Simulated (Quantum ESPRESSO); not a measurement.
# HfO2 (Fm-3m) in Quantum ESPRESSO: notebook, part 2 of 2

Quantum ESPRESSO 7.5. The steps go on from the part before.

## Step 3: Hubbard U by linear response, PBE+U

pw.in reads:

```
&CONTROL
  calculation = 'scf'
  prefix = 'pwscf'
  outdir = './tmp'
  pseudo_dir = './pseudo'
  tprnfor = .true.
  tstress = .true.
  disk_io = 'low'
/
&SYSTEM
  ibrav = 0
  nat = 3
  ntyp = 2
  ecutwfc = 45
  ecutrho = 360
  nbnd = 22
  occupations = 'smearing'
  smearing = 'fd'
  degauss = 0.00367493
/
&ELECTRONS
  conv_thr = 6d-10
  electron_maxstep = 120
  mixing_beta = 0.3
/
ATOMIC_SPECIES
Hf   178.4900 hf_pbe_v1.uspp.F.UPF
O     15.9990 o_pbe_v1.2.uspp.F.UPF
CELL_PARAMETERS angstrom
   0.0000000000    2.5575000000    2.5575000000
   2.5575000000    0.0000000000    2.5575000000
   2.5575000000    2.5575000000    0.0000000000
ATOMIC_POSITIONS angstrom
Hf     0.0000000000    0.0000000000    0.0000000000
O      3.8362500000    3.8362500000    3.8362500000
O      1.2787500000    1.2787500000    1.2787500000
K_POINTS automatic
6 6 6 0 0 0
HUBBARD {atomic}
U Hf-5d 8.0
```

scf2.in reads:

```
&CONTROL
  calculation = 'scf'
  prefix = 'pwscf'
  outdir = './tmp'
  pseudo_dir = './pseudo'
  tprnfor = .true.
  tstress = .true.
  disk_io = 'low'
/
&SYSTEM
  ibrav = 0
  nat = 3
  ntyp = 2
  ecutwfc = 45
  ecutrho = 360
  nbnd = 22
  occupations = 'fixed'
/
&ELECTRONS
  conv_thr = 1d-13
  electron_maxstep = 120
  mixing_beta = 0.3
  startingpot = 'file'
  startingwfc = 'file'
/
ATOMIC_SPECIES
Hf   178.4900 hf_pbe_v1.uspp.F.UPF
O     15.9990 o_pbe_v1.2.uspp.F.UPF
CELL_PARAMETERS angstrom
   0.0000000000    2.5575000000    2.5575000000
   2.5575000000    0.0000000000    2.5575000000
   2.5575000000    2.5575000000    0.0000000000
ATOMIC_POSITIONS angstrom
Hf     0.0000000000    0.0000000000    0.0000000000
O      3.8362500000    3.8362500000    3.8362500000
O      1.2787500000    1.2787500000    1.2787500000
K_POINTS automatic
6 6 6 0 0 0
HUBBARD {atomic}
U Hf-5d 8.0
```

hp.in reads:

```
&INPUTHP
  prefix = 'pwscf'
  outdir = './tmp'
  nq1 = 2
  nq2 = 2
  nq3 = 2
  conv_thr_chi = 1d-06
  niter_max = 80
  iverbosity = 1
  alpha_mix(1) = 0.3
/
```

Potentials or basis: GBRV 1.5 PBE.

Started as:

```
> OMP_NUM_THREADS=1 pw.x -in pw.in > pw.out
> OMP_NUM_THREADS=1 pw.x -in scf2.in > scf2.out
> OMP_NUM_THREADS=1 hp.x -in hp.in > hp.out
```

pw.out:

```text
This program is part of the open-source Quantum ESPRESSO suite
     for quantum simulation of materials; please cite
         "P. Giannozzi et al., J. Phys.:Condens. Matter 21 395502 (2009);
         "P. Giannozzi et al., J. Phys.:Condens. Matter 29 465901 (2017);
         "P. Giannozzi et al., J. Chem. Phys. 152 154105 (2020);
     in publications or presentations arising from this work. More details at

     Message from routine setup:
     using ibrav=0 with symmetry is DISCOURAGED, use correct ibrav instead

     G-vector sticks info
     --------------------
     sticks:   dense  smooth     PW     G-vecs:    dense   smooth      PW
     Sum        1159     583    187                26133     9257    1639

     Using Slab Decomposition

     bravais-lattice index     =            0
     lattice parameter (alat)  =       6.8349  a.u.
     unit-cell volume          =     225.7738 (a.u.)^3
     number of atoms/cell      =            3
     number of atomic types    =            2
     number of electrons       =        24.00
     number of Kohn-Sham states=           22
     kinetic-energy cutoff     =      45.0000  Ry
     charge density cutoff     =     360.0000  Ry
     scf convergence threshold =      6.0E-10
     mixing beta               =       0.3000
     number of iterations used =            8  plain     mixing
     Exchange-correlation= SLA  PW   PBE  PBE
                           (   1   4   3   4   0   0   0)
     Hubbard projectors: atomic
     Hubbard parameters of DFT+U (Dudarev formulation) in eV:
     U(Hf-5d) =  8.0000

     Internal variables: lda_plus_u =T, lda_plus_u_kind = 0

     Internal variables: orbital_resolved =F, hub_pot_fix =F, apply_U = F

     celldm(1)=   6.834858  celldm(2)=   0.000000  celldm(3)=   0.000000
     celldm(4)=   0.000000  celldm(5)=   0.000000  celldm(6)=   0.000000

     crystal axes: (cart. coord. in units of alat)
               a(1) = (   0.000000   0.707107   0.707107 )
               a(2) = (   0.707107   0.000000   0.707107 )
               a(3) = (   0.707107   0.707107   0.000000 )

     reciprocal axes: (cart. coord. in units 2 pi/alat)
               b(1) = ( -0.707107  0.707107  0.707107 )
               b(2) = (  0.707107 -0.707107  0.707107 )
               b(3) = (  0.707107  0.707107 -0.707107 )

     PseudoPot. # 1 for Hf read from file:
     hf_pbe_v1.uspp.F.UPF
     Pseudo is Ultrasoft + core correction, Zval = 12.0
     Generated by new atomic code, or converted to UPF format
[... 227 lines left out ...]
     Tr[ns(  1)] =   3.27204
     eigenvalues:
       0.149  0.149  0.446  0.446  0.446
     eigenvectors (columns):
       0.261  0.965 -0.000  0.000  0.000
       0.000  0.000  0.223  0.126 -0.967
       0.000  0.000  0.627  0.741  0.241
      -0.965  0.261  0.000 -0.000 -0.000
      -0.000 -0.000 -0.746  0.660 -0.087
     occupation matrix ns (before diag.):
       0.149 -0.000 -0.000  0.000  0.000
      -0.000  0.446 -0.000  0.000  0.000
      -0.000 -0.000  0.446  0.000  0.000
       0.000  0.000  0.000  0.149 -0.000
       0.000  0.000  0.000 -0.000  0.446

     Number of occupied Hubbard levels =    3.2720

          k = 0.0000 0.0000 0.0000 (  1139 PWs)   bands (ev):

   -49.4585 -17.9087 -17.9087 -17.9087  -6.1781  -3.1869   7.3359   7.3359
     7.3359  11.8015  11.8015  11.8015  17.8365  18.2985  18.2985  22.3829
    22.3829  22.3829  26.0429  26.0429  26.0429  32.5502

          k = 0.1179 0.1179-0.1179 (  1167 PWs)   bands (ev):
[... 37 lines left out ...]
   -49.4442 -18.2033 -18.0172 -17.9499  -4.7328  -3.9650   8.1082   8.8171
     8.8590  10.2176  10.2587  11.4618  18.1864  19.1077  19.3662  20.5634
    21.3136  22.5575  24.5727  28.5677  30.9989  32.5365

          k = 0.0000-0.2357 0.2357 (  1147 PWs)   bands (ev):

   -49.4503 -18.0949 -17.9713 -17.9269  -5.3627  -3.6845   7.7268   8.0635
     8.9707   9.9186  10.8590  11.8308  18.4796  19.0079  19.3837  20.6954
    21.7178  21.7681  24.9927  27.3408  28.4558  33.3848

          k = 0.4714 0.0000-0.0000 (  1150 PWs)   bands (ev):
[... 13 lines left out ...]
   -49.4413 -18.1628 -18.1259 -17.9775  -4.3234  -4.1101   7.6581   8.5228
     9.5176   9.8277  11.1613  11.7983  18.1087  19.4323  19.5420  19.7349
    20.6747  23.9747  25.4216  27.1245  31.0694  31.7266

          k =-0.7071 0.0000 0.0000 (  1162 PWs)   bands (ev):

   -49.4292 -18.2967 -18.0165 -18.0165  -4.2134  -4.1356   7.2698   8.9125
     8.9125  10.9478  10.9478  12.4241  18.1673  18.7595  19.5508  20.1982
    20.1982  25.0457  25.6930  26.7931  29.1863  29.1863

          k =-0.2357-0.4714 0.7071 (  1151 PWs)   bands (ev):
[... 7 lines left out ...]
   -49.4413 -18.1850 -18.1009 -17.9804  -4.3193  -4.1134   7.6924   8.4010
     9.4472  10.0594  11.2157  11.6573  18.5417  18.9312  19.3521  19.9938
    20.6394  23.8069  25.3220  28.6100  28.9721  32.1199

          k =-0.7071 0.2357 0.0000 (  1154 PWs)   bands (ev):

   -49.4373 -18.2236 -18.0837 -17.9991  -4.1887  -4.1500   7.3152   8.6079
     9.3739  10.3875  11.0479  12.2731  18.6830  18.9228  19.4152  19.5476
    20.3074  25.0140  26.0422  26.5871  28.7485  30.8083

     the Fermi energy is    13.9204 ev

!    total energy              =    -223.41467048 Ry
     estimated scf accuracy    <          2.1E-10 Ry
     smearing contrib. (-TS)   =      -0.00000000 Ry
     internal energy E=F+TS    =    -223.41467048 Ry

     The total energy is F=E-TS. E is the sum of the following terms:
     one-electron contribution =     -27.27542414 Ry
     hartree contribution      =      28.31660917 Ry
     xc contribution           =     -90.57378042 Ry
     ewald contribution        =    -134.46672623 Ry
     Hubbard energy            =       0.58465114 Ry

     convergence has been achieved in  12 iterations

     negative rho (up, down):  1.176E-01 0.000E+00

     Forces acting on atoms (cartesian axes, Ry/au):

     atom    1 type  1   force =     0.00000000    0.00000000   -0.00000000
     atom    2 type  2   force =     0.00000000    0.00000000    0.00000000
     atom    3 type  2   force =     0.00000000    0.00000000    0.00000000

     Total force =     0.000000     Total SCF correction =     0.000000

     Computing stress (Cartesian axis) and pressure

     negative rho (up, down):  1.176E-01 0.000E+00
          total   stress  (Ry/bohr**3)                   (kbar)     P=      134.91
   0.00091707   0.00000000  -0.00000000          134.91        0.00       -0.00
  -0.00000000   0.00091707  -0.00000000           -0.00      134.91       -0.00
  -0.00000000  -0.00000000   0.00091707           -0.00       -0.00      134.91

=------------------------------------------------------------------------------=
   JOB DONE.
=------------------------------------------------------------------------------=
```

scf2.out:

```text
This program is part of the open-source Quantum ESPRESSO suite
     for quantum simulation of materials; please cite
         "P. Giannozzi et al., J. Phys.:Condens. Matter 21 395502 (2009);
         "P. Giannozzi et al., J. Phys.:Condens. Matter 29 465901 (2017);
         "P. Giannozzi et al., J. Chem. Phys. 152 154105 (2020);
[... 353 lines left out ...]
   0.00000000   0.00091682  -0.00000000            0.00      134.87       -0.00
  -0.00000000   0.00000000   0.00091682           -0.00        0.00      134.87

=------------------------------------------------------------------------------=
   JOB DONE.
=------------------------------------------------------------------------------=
```

Run time: 2.2 min. Hardware: 1 thread of Arm Neoverse V2, shared host; peak memory 0.22 GiB.

Results:

```
Free energy                    : -3039.7114 eV
Pressure                       : 13.5 GPa
Band gap on the k mesh         : 5.41 eV, indirect (least direct gap 5.74 eV)
Hubbard U from linear response : 1.70 eV
```

Eigenvalues of the final occupation matrices:
| site | spin | trace | eigenvalues |
| --- | --- | --- | --- |
| Hf 1 5d | each | 1.64 | 0.15 0.15 0.45 0.45 0.45 |

Hubbard U from linear response:
| site | manifold | U (eV) |
| --- | --- | --- |
| 1 | Hf-5d | 1.70 |
On the first site the bare response is -0.316 and the screened one -0.206 eV⁻¹.

Caveat: spin-orbit coupling is left out, which moves the levels of the heavy elements. A k mesh can miss the band edges.
